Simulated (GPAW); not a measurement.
Consider Ta vacancy in TaC.

```xyz
15
Lattice="0.0000 4.4460 4.4460 4.4460 0.0000 4.4460 4.4460 4.4460 0.0000" Properties=species:S:1:pos:R:3 pbc="T T T"
Ta    6.6690    6.6690    8.8920
Ta    6.6690    4.4460    2.2230
Ta    4.4460    6.6690    2.2230
Ta    4.4460    2.2230    2.2230
Ta    2.2230    4.4460    2.2230
Ta    2.2230    2.2230    4.4460
Ta    4.4460    4.4460    4.4460
C     2.2230    2.2230    2.2230
C     4.4460    4.4460    2.2473
C     4.4460    2.2473    4.4460
C     2.2473    4.4460    4.4460
C     6.6447    4.4460    4.4460
C     4.4460    6.6447    4.4460
C     4.4460    4.4460    6.6447
C     6.6690    6.6690    6.6690
```

Absorber: atom 12, with 1 Ta at 2.20 Å and 4 Ta at 2.22 Å (square pyramidal). Method: GPAW, PBE, excited-electron core hole (neutral cell), 15-atom cell with 6.3 Å between holes, 4×4×4 k points, dipole transitions, Gaussian full width 0.9 eV up to 4 eV, rising linearly to 3.5 eV at 25 eV, without spin-orbit coupling.

The database entry behind the starting cell differs from later determinations by our own check (0.1 to 0.3 % short, probably kX units), so it need not match the best structure at ambient conditions.

**Question.** Where do the maxima of the C K edge fall?

Main maxima up to 24 eV above the zero (height): 0.7 eV (0.83), 3.0 eV (1.86), 5.9 eV (0.86), 9.8 eV (1.73) and 12.4 eV (1.51). A K edge sees empty p states; the first features are C p mixed into the empty d states of the Ta neighbours, and the broad ones above probably into the cations' higher empty bands. The total-energy difference is 281.51 eV. The functional leaves an error of a few eV in such absolute values.

The C K spectrum (energy from the lowest empty level; intensity scaled to a mean of 1 over the first 20 eV):

```csv
E (eV),isotropic,ε ∥ x,ε ∥ y
-2.0,0.00,0.00,0.00
-1.5,0.00,0.00,0.00
-1.0,0.00,0.00,0.00
-0.5,0.06,0.08,0.05
0.0,0.36,0.38,0.35
0.5,0.79,0.67,0.85
1.0,0.77,0.69,0.81
1.5,1.01,1.24,0.90
2.0,1.58,2.44,1.14
2.5,1.70,2.90,1.11
3.0,1.86,2.58,1.50
3.5,1.60,1.51,1.64
4.0,0.99,0.65,1.17
4.5,0.58,0.31,0.71
5.0,0.61,0.34,0.75
5.5,0.79,0.59,0.89
6.0,0.86,0.79,0.89
6.5,0.81,0.86,0.79
7.0,0.88,0.93,0.86
7.5,1.17,1.08,1.22
8.0,1.52,1.19,1.68
8.5,1.63,1.08,1.90
9.0,1.61,0.96,1.94
9.5,1.70,1.02,2.04
10.0,1.71,1.11,2.02
10.5,1.55,1.11,1.77
11.0,1.37,1.13,1.49
11.5,1.35,1.28,1.38
12.0,1.46,1.49,1.44
12.5,1.51,1.55,1.48
13.0,1.36,1.36,1.36
13.5,1.09,1.07,1.11
14.0,0.84,0.87,0.83
14.5,0.67,0.77,0.62
15.0,0.56,0.71,0.48
15.5,0.49,0.65,0.41
16.0,0.46,0.61,0.38
16.5,0.45,0.59,0.37
17.0,0.44,0.58,0.37
17.5,0.42,0.56,0.35
18.0,0.39,0.50,0.33
18.5,0.35,0.44,0.31
19.0,0.31,0.37,0.28
19.5,0.29,0.33,0.26
20.0,0.27,0.30,0.25
20.5,0.26,0.29,0.25
21.0,0.27,0.28,0.26
21.5,0.27,0.28,0.27
22.0,0.28,0.28,0.29
22.5,0.29,0.28,0.30
23.0,0.31,0.30,0.31
23.5,0.33,0.33,0.33
24.0,0.38,0.39,0.37
24.5,0.43,0.46,0.42
25.0,0.50,0.54,0.48
25.5,0.56,0.62,0.53
26.0,0.62,0.69,0.59
26.5,0.68,0.75,0.64
27.0,0.73,0.81,0.69
27.5,0.79,0.86,0.76
```

The hole lies in one spin channel, while the script sums the empty states of both and takes the lower zero; where the two channels are split, this blurs and shifts the curve. The starting moments shrank to 0.00 μB or less, so this is hardly a magnetic state. In so small a cell the defects form an ordered array, and no site is far from one. The holes are only 6.3 Å apart, so the shape is probably not converged with cell size; no larger cell was run here. The mesh is coarse (0.31 Å⁻¹ between points), so small maxima may be mesh ripples.

[Banner, clock and machine lines of the logs are left out without a mark of their own.]

[Logs are printed without paths, hosts, clocks, repeated set-up lines and the standing remarks that a program may print on its own settings, such as how far it seeks lower states.]

[Hosts, paths, dates, database ids (printed as entryN), source tags and the programs' standing remarks are cut or masked in the printed files.]

[Lists of maxima count a maximum above −3 eV only where it reaches 4 % of the highest in the window and stands out from its surroundings by 2 % of it (1.5 % where it reaches 55 %); shoulders and weaker maxima are passed over, and of the rest the first, up to two pre-edge ones and the few strongest are named.]
